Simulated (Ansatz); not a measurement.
**Be2H3: before and after**

Theory: Ansatz 0.2.0, DFT PBE, scalar-relativistic, plane waves, PAW. All cells share a 420 eV cutoff and Γ-centred k meshes spaced at most 0.3 Å⁻¹ (0.19 for metals, 2π included).

The start was the corundum type (R-3c, No. 167), relaxed within its symmetry. A cell of 10 atoms (1 times the primitive one) was then disturbed at random, relaxed without symmetry and relaxed once more on a fine mesh. The k mesh leaves about 4 meV/atom of noise in metals.

Before:

```
Be H
1.0
     1.92425    1.11097    4.96007
    -1.92425    1.11097    4.96007
     0.00000   -2.22194    4.96007
Be H
4 6
Direct
  0.81829 0.81829 0.81829
  0.68171 0.68171 0.68171
  0.18171 0.18171 0.18171
  0.31829 0.31829 0.31829
  0.06472 0.43528 0.75000
  0.75000 0.06472 0.43528
  0.43528 0.75000 0.06472
  0.93528 0.56472 0.25000
  0.25000 0.93528 0.56472
  0.56472 0.25000 0.93528
```

After:

```
Be H
1.0
     4.06159    0.00000    0.00000
    -1.97753    3.56681    0.00000
    -0.16943   -2.22792    5.45247
Be H
4 6
Cartesian
  0.3809 0.1527 4.5895
  -0.4645 2.4555 1.1130
  1.3482 1.3111 0.7606
  2.5686 -1.1501 3.6881
  1.3665 -0.9695 4.5557
  1.2297 1.2322 4.1558
  -0.5885 -0.0512 3.5716
  0.3686 2.1788 2.2674
  0.7554 0.0926 1.1871
  2.6083 1.4422 1.3736
```

Q: Is this a distortion of the same structure or a reconstruction, and what lowers the energy?

A: A reconstruction, from R-3c (No. 167) to P1 (No. 1). Be–H bonds form, at 1.41 Å where the closest pair was 1.58 Å apart; the metal becomes a semiconductor on the mesh (1.99 eV).

Q: What does it gain?

A: 291 meV/atom, with the volume going from 6.36 to 7.90 Å³/atom. Against the elements the energy goes from 0.37 to 0.08 eV/atom, so the compound stays hypothetical.

Cost: 4 runs of about 15 core-minutes in all, on Intel Xeon 6975P-C (Granite Rapids) (shared hosts).